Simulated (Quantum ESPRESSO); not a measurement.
**Ru in Quantum ESPRESSO: the effect of target pressure**

Crystal: Ru.

```
Ru
1.0
     2.70580    0.00000    0.00000
    -1.35290    2.34329    0.00000
     0.00000    0.00000    4.28190
Ru
2
Direct
  0.66667 0.33333 0.75000
  0.33333 0.66667 0.25000
```

Alike in all runs:

```yaml
Program: Quantum ESPRESSO 7.5
Task: phonons
Functional: LDA
Potentials_or_basis: PseudoDojo 0.4.1 SR LDA standard
Cutoff: 1197 eV
Density_cutoff: 4789 eV
k_mesh: 11 × 11 × 6
Occupations: cold, width 0.2 eV
Spin: no spin polarisation
```

Each run relaxes the cell or the atoms first.

```csv
target pressure,relaxed volume (Å³/atom),highest phonon frequency (cm⁻¹)
-3 GPa,?,?
0 GPa,13.12,273
3 GPa,13.01,279
8 GPa,12.85,288
15 GPa,12.64,301
```

Task: What does the run with target pressure -3 GPa give?

Result: Relaxed volume 13.23 Å³/atom; highest phonon frequency 267 cm⁻¹.

Worked out: In Murnaghan's law V^(-B') rises as a straight line in P. The other rows fit best with B' = 6.5, V0 = 13.12 Å³/atom and B0 = 357 GPa, which gives 13.23 Å³/atom at -3 GPa, against the run's 13.23. A straight line through the other rows of the highest phonon frequency, of slope 1.86 cm⁻¹ per GPa, extrapolates to 268 cm⁻¹, against the run's 267.

Caveats: the mesh is thin for the phonons of a metal; the cell is more than 3 GPa from zero pressure, which shifts response properties (some runs).
